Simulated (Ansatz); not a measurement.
Epitaxial strain in SiC: moduli and critical thickness

All numbers below come from DFT r2SCAN, scalar-relativistic, plane waves, PAW in Ansatz. (500 eV cutoff, 12×12×6 k-mesh, Gaussian smearing of 0.02 eV, no spin polarisation)

Reference structure (relaxed):

```
Si C
1.0
     3.07530    0.00000    0.00000
    -1.53765    2.66329    0.00000
     0.00000    0.00000    5.04834
Si C
2 2
Direct
  0.33333 0.66667 0.49960
  0.66667 0.33333 0.99960
  0.33333 0.66667 0.87540
  0.66667 0.33333 0.37540
```

The a-b plane is strained alike in both directions, as on a substrate, while c and the atoms relax within the symmetry that the strain leaves. Stress is positive in compression; energies are free energies at the smearing used, per atom.

```csv
strain (%),c (Å),σ in plane (GPa),ΔE (meV/atom)
-6.0,5.1085,48.32,167.34
-4.0,5.0865,29.78,71.28
-2.0,5.0664,13.74,17.07
+0.0,5.0483,0.01,0.00
+2.0,5.0319,-11.59,15.55
+4.0,5.0175,-21.23,59.41
+6.0,5.0047,-29.09,127.48
```

Task: Get the biaxial modulus twice, from the stresses and from the energies of the innermost pair.

Result: From stress: M = −Δσ/Δε = (13.74 − (-11.59)) / 0.040 = 633 GPa. Two in-plane directions each store σε/2, so the energy density is Mε²: M = (mean ΔE)/(V ε²) = 16.31 meV / (10.337 Å³ × 0.020²) × 0.16022 GPa Å³/meV = 632 GPa. The two agree.

Task: How well does Mε², with M from the stresses, predict the outermost points?

Result: 147.1 meV predicted against 167.3 computed at -6.0 %; 147.1 meV predicted against 127.5 computed at +6.0 %. Compression costs more than stretching, the usual sign of bonds that stiffen as they shorten.

Task: How does c respond, and up to what thickness can a film with 1 % or 2 % misfit stay coherent on a thick substrate?

Result: c answers with ε_c = −0.17 ε. In an isotropic solid that ratio is 2ν/(1 − ν), so ν = r/(2 + r) = 0.08. A film of thickness h stores Mε²h per area, 63.3 mJ/m² per nm at 1 %. The Matthews–Blakeslee balance for pure edge misfit dislocations, h = b/(8πf(1 + ν)) × (ln(h/b) + 1), with b taken as the in-plane vector a = 3.08 Å, solved by iteration, gives 4.1 nm at f = 1 % and 1.4 nm at 2 %. This is an isotropic estimate in which the moduli cancel; the real Burgers vector, glide system, anisotropy and slow kinetics can shift it by a factor of a few, mostly upward.